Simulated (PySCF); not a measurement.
Species: C₄H₆.
InChI=1S/C4H6/c1-3-2-4(1)3/h3-4H,1-2H2/t3-,4+

The closed-shell ground state was solved at several levels (PySCF, density fitting, gas phase, non-relativistic). Isolated species at its PBE0-D3(BJ)/def2-SVP geometry, gas phase.

| level | basis functions | total energy (Eh) | HOMO (eV) | LUMO (eV) | gap (eV) | dipole (D) |
| --- | --- | --- | --- | --- | --- | --- |
| wB97X-D/def2-SVPD | 128 | -155.7934 | -8.95 | 2.72 | 11.67 | 0.70 |
| B3LYP/pcJ-1 | 168 | -155.9593 | -6.85 | 1.42 | 8.27 | 0.78 |

What might PBE0/pcSseg-1 (98 basis functions) give for the same quantities?

Total energy -155.7412 Eh, HOMO -7.08 eV, LUMO 1.73 eV, gap 8.81 eV, dipole 0.79 D.

Over all these levels, which gives the widest orbital gap and which the narrowest?

wB97X-D/def2-SVPD (range-separated hybrid) has the widest, 11.67 eV, and B3LYP/pcJ-1 (global hybrid, 20 % exact exchange) the narrowest, 8.27 eV. Functional and basis both differ between the two, so the spread mixes both effects.

How far do the dipole and the HOMO energy spread over the levels?

The dipole runs from 0.70 to 0.79 D (mean 0.76 D) and the HOMO from -8.95 to -6.85 eV.

Note: wB97X-D ran without an empirical dispersion term, which enters the total energy and its gradient alone.
